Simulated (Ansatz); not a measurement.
# Lattice vibrations of BP at Γ at 18 GPa

The calculation used Ansatz, DFT PBE, scalar-relativistic, plane waves, PAW. Plane waves to 420 eV; Γ-centred k mesh 10×10×10; fixed occupations. No spin polarisation. Phonons by linear response, acoustic sum rule imposed.

The cell, relaxed at 18 GPa:
```
CELL_PARAMETERS angstrom
0.00000 2.20466 2.20466
2.20466 0.00000 2.20466
2.20466 2.20466 0.00000
ATOMIC_POSITIONS crystal
B 0.00000 0.00000 0.00000
P 0.75000 0.75000 0.75000
```

**Question.** Give the high-frequency dielectric tensor ε∞.

**Answer.**
```
9.14 0.00 0.00
0.00 9.14 0.00
0.00 0.00 9.14
```

**Question.** Give the Born effective charges.

**Answer.**
| atom | Z*xx | Z*yy | Z*zz | mean |
| --- | --- | --- | --- | --- |
| B (atom 1) | -0.80 | -0.80 | -0.80 | -0.80 |
| P (atom 2) | 0.80 | 0.80 | 0.80 | 0.80 |

**Question.** How large is the static dielectric tensor with the ions free to move, and what share of it is ionic?

**Answer.**
```
9.4 0.0 0.0
0.0 9.4 0.0
0.0 0.0 9.4
```
The ions give 3 % of its trace.

Cost: 1 run of about 0.44 core-minutes, on Arm Neoverse V1 (shared hosts).